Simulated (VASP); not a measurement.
Here is a VASP 6.6.1 calculation.

INCAR

```
SYSTEM = Ni
PREC = Accurate
ENCUT = 520
EDIFF = 1E-6
ISMEAR = 0
SIGMA = 0.1
LREAL = .FALSE.
LASPH = .TRUE.
NELM = 120
ALGO = Normal
ISIF = 2
LWAVE = .FALSE.
LCHARG = .FALSE.
ISPIN = 2
MAGMOM = 1 1
LORBIT = 11
LMAXMIX = 4
METAGGA = R2SCAN
LMIXTAU = .TRUE.
NBANDS = 21
```

Contents of KPOINTS:

```
regular mesh
0
G
  21 21 10
  0 0 0
```

POSCAR

```
Ni
1.0
    2.4453800000      0.0000000000      0.0000000000
   -1.2226900000      2.1177600000      0.0000000000
    0.0000000000      0.0000000000      4.0175800000
Ni
2
Direct
    0.3333300000      0.6666700000      0.2500000000
    0.6666700000      0.3333300000      0.7500000000
```

Potentials or basis: VASP PAW PBE potentials, release 64 (Ni).

Launch:

```console
$ cat potpaw_PBE.64/Ni/POTCAR > POTCAR
$ mpirun -np 1 vasp_std > vasp.out
```

(1) What does it give for the band gap on the k mesh?

(2) Estimate the pressure.

(3) What does it give for the site moments?

(4) Estimate the net moment.

Answers

(1) none (metal or under the smearing width).

(2) 3.1 GPa.

(3) Ni +0.71 μB.

(4) 1.39 μB per cell.

Caveat: the PAW data sets were made with another functional, which shifts forces and pressure a little.
